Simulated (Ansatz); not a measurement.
**H interstitial in WSe2**

Aim: make a H interstitial in a supercell of 42 atoms of WSe2, relax it, in the charges +1, 0, -1, and find its formation energy, moment and surroundings.

Computed with Ansatz 0.2.0 (DFT PBE+D3(BJ), scalar-relativistic, plane waves, PAW, unless a step's input says otherwise).

4 further runs of the same task are left out: 4 set aside as unsound or not needed. Runs told in other sessions of the task aren't counted.

### 1 The system as given

It takes space group P6_3/mmc (No. 194, hexagonal). The conventional cell has a = 3.279 Å, b = 3.279 Å, c = 12.793 Å, α = 90.00°, β = 90.00°, γ = 120.00°. W (site symmetry -6m2) has 6 Se at 2.53 Å in its first shell of neighbours. Se (site symmetry 3m) is surrounded by 3 W at 2.53 Å.

Coordinates:

```
CELL_PARAMETERS angstrom
3.27904 0.00000 0.00000
-1.63952 2.83973 0.00000
0.00000 0.00000 12.79282
ATOMIC_POSITIONS crystal
W 0.66667 0.33333 0.25002
W 0.33333 0.66667 0.74998
Se 0.33333 0.66667 0.38168
Se 0.66667 0.33333 0.88164
Se 0.33333 0.66667 0.11836
Se 0.66667 0.33333 0.61832
```

It goes back to an entry of the Materials Project.

This cell was relaxed beforehand with the same method: volume 19.85 Å³/atom, gap on the mesh 0.90 eV.

The host's static dielectric tensor, from an earlier linear-response run, has a mean of 13.25.

The perfect supercell (rows -1 -3 0; 3 2 0; 0 0 1 in vectors of this cell) was computed beforehand with the same settings: E(σ→0) = -298564.0428 eV for 42 atoms, gap 1.17 eV on its own mesh.

### 2 Making the defect

The extra atom is put at (0.000, 0.000, 0.192) of the supercell, the middle of a void of radius 2.03 Å. The other atoms start on their ideal sites. Its neighbours are 3 W at 2.03 Å, 3 Se at 2.12 Å.

### 3 Charge state 0

File input.yaml:

```yaml
crystal:
  lattice:
    - [1.639520277, -8.5191972597, 0.0]
    - [6.5580811083, 5.6794648397, 0.0]
    - [0.0, 0.0, 12.7928245273]
  atoms:
    - { symbol: W, position: [0.9047619048, 0.5238095238, 0.2500158825] }
    - { symbol: W, position: [0.4761904762, 0.380952381, 0.2500158825] }
    - { symbol: W, position: [0.0476190476, 0.2380952381, 0.2500158825], spin: 0.143 }
    - { symbol: W, position: [0.7619047619, 0.8095238095, 0.2500158825], spin: 0.143 }
    - { symbol: W, position: [0.3333333333, 0.6666666667, 0.2500158825] }
    - { symbol: W, position: [0.619047619, 0.0952380952, 0.2500158825] }
    - { symbol: W, position: [0.1904761905, 0.9523809524, 0.2500158825], spin: 0.143 }
    - { symbol: W, position: [0.6666666667, 0.3333333333, 0.7499841175] }
    - { symbol: W, position: [0.2380952381, 0.1904761905, 0.7499841175] }
    - { symbol: W, position: [0.8095238095, 0.0476190476, 0.7499841175] }
    - { symbol: W, position: [0.5238095238, 0.619047619, 0.7499841175] }
    - { symbol: W, position: [0.0952380952, 0.4761904762, 0.7499841175] }
    - { symbol: W, position: [0.380952381, 0.9047619048, 0.7499841175] }
    - { symbol: W, position: [0.9523809524, 0.7619047619, 0.7499841175] }
    - { symbol: Se, position: [0.6666666667, 0.3333333333, 0.3816757888] }
    - { symbol: Se, position: [0.2380952381, 0.1904761905, 0.3816757888] }
    - { symbol: Se, position: [0.8095238095, 0.0476190476, 0.3816757888] }
    - { symbol: Se, position: [0.5238095238, 0.619047619, 0.3816757888] }
    - { symbol: Se, position: [0.0952380952, 0.4761904762, 0.3816757888] }
    - { symbol: Se, position: [0.380952381, 0.9047619048, 0.3816757888] }
    - { symbol: Se, position: [0.9523809524, 0.7619047619, 0.3816757888] }
    - { symbol: Se, position: [0.9047619048, 0.5238095238, 0.8816435852] }
    - { symbol: Se, position: [0.4761904762, 0.380952381, 0.8816435852] }
    - { symbol: Se, position: [0.0476190476, 0.2380952381, 0.8816435852] }
    - { symbol: Se, position: [0.7619047619, 0.8095238095, 0.8816435852] }
    - { symbol: Se, position: [0.3333333333, 0.6666666667, 0.8816435852] }
    - { symbol: Se, position: [0.619047619, 0.0952380952, 0.8816435852] }
    - { symbol: Se, position: [0.1904761905, 0.9523809524, 0.8816435852] }
    - { symbol: Se, position: [0.6666666667, 0.3333333333, 0.1183564148] }
    - { symbol: Se, position: [0.2380952381, 0.1904761905, 0.1183564148], spin: 0.143 }
    - { symbol: Se, position: [0.8095238095, 0.0476190476, 0.1183564148], spin: 0.143 }
    - { symbol: Se, position: [0.5238095238, 0.619047619, 0.1183564148] }
    - { symbol: Se, position: [0.0952380952, 0.4761904762, 0.1183564148] }
    - { symbol: Se, position: [0.380952381, 0.9047619048, 0.1183564148] }
    - { symbol: Se, position: [0.9523809524, 0.7619047619, 0.1183564148], spin: 0.143 }
    - { symbol: Se, position: [0.9047619048, 0.5238095238, 0.6183242112] }
    - { symbol: Se, position: [0.4761904762, 0.380952381, 0.6183242112] }
    - { symbol: Se, position: [0.0476190476, 0.2380952381, 0.6183242112] }
    - { symbol: Se, position: [0.7619047619, 0.8095238095, 0.6183242112] }
    - { symbol: Se, position: [0.3333333333, 0.6666666667, 0.6183242112] }
    - { symbol: Se, position: [0.619047619, 0.0952380952, 0.6183242112] }
    - { symbol: Se, position: [0.1904761905, 0.9523809524, 0.6183242112] }
    - { symbol: H, position: [0.0, 0.0, 0.1923076923], spin: 0.143 }
  host:
    lattice:
      - [3.2790405541, 0.0, 0.0]
      - [-1.639520277, 2.8397324199, 0.0]
      - [0.0, 0.0, 12.7928245273]
    atoms:
      - { symbol: W, position: [0.6666666667, 0.3333333333, 0.2500158825] }
      - { symbol: W, position: [0.3333333333, 0.6666666667, 0.7499841175] }
      - { symbol: Se, position: [0.3333333333, 0.6666666667, 0.3816757888] }
      - { symbol: Se, position: [0.6666666667, 0.3333333333, 0.8816435852] }
      - { symbol: Se, position: [0.3333333333, 0.6666666667, 0.1183564148] }
      - { symbol: Se, position: [0.6666666667, 0.3333333333, 0.6183242112] }
basis:
  ecutwfc: 420
  xc_grid: 2
kpoints:
  mp_grid: { grid: [2, 2, 2], shift: [0.0, 0.0, 0.0] }
hamiltonian:
  xc: pbe
  dispersion: d3bj
scf:
  occupations: { method: gaussian, width: 0.01 }
output:
  forces: true
  stress: false
  eigenvalues: true
  populations: true
  charged_corrections:
    defect_position: [0.0, 0.0, 0.19230769]
    epsilon: [[15.759, 0.0, 0.0], [0.0, 15.759, 0.0], [0.0, 0.0, 8.2223]]
magnetization:
  spin_polarized: true
relax:
  adjacent_minimum: "off"
  f_tol: 0.025
  max_steps: 45
```

Launch:

```bash
$ ansatz run input.yaml --threads 4 --pin off --max-ram 10240MiB --backend cpu --events-out ev --progress --plain --runs-dir out
```

Further runs follow: charge state +1; relaxing the defect, charge -1.

Q: Predict the outcome of this session. Wanted: formation energy, neutral; moment, neutral; nearest atoms after relaxation, one image of each, neutral.

The runs gave:

| quantity | value |
| --- | --- |
| formation energy, neutral | 1.23 eV |
| moment, neutral | 0.49 μB |
| nearest atoms after relaxation, one image of each, neutral | 3 W at 1.94 Å |
| level (+1/0) above the valence top | 0.63 eV |
| level (0/-1) above the valence top | 0.96 eV (outside the gap) |

In words: Forming the neutral defect takes 1.23 eV with the elements as reservoirs. The neutral defect changes the cell's moment by 0.49 μB (a fraction, from partly filled bands of the small cell). Spin was allowed in some charges only (not in +1, -1): their moments are zero by construction, and levels between the two kinds of run can be off. Among the charges computed the stable one is +1 at the valence top, changing to 0 at 0.63 eV, in a gap of 0.87 eV. In charge -1 the extra carrier would gain by moving to a band edge of the host at this level and cell size; a small cell and a semilocal functional both favour that, so a real bound level isn't ruled out. The alignment term, up to 0.30 eV here, is marked as doubtful by the program in a cell of this size. Levels are placed in the host's Kohn-Sham gap, which is usually too small at this level and squeezes them. A cell of 42 sites leaves finite-size errors of tenths of an eV, or more where the defect fills or empties host bands. A distortion of lower symmetry was not tried. Where the defect's electrons or holes spill into a band, band filling in so small a cell adds more. Starting moments were lost in some runs. These runs have no spin-orbit coupling; with W it would split and shift bands.

A log calls its force constants unconverged on the k mesh, so modes and the static dielectric constant formed from them are rough.
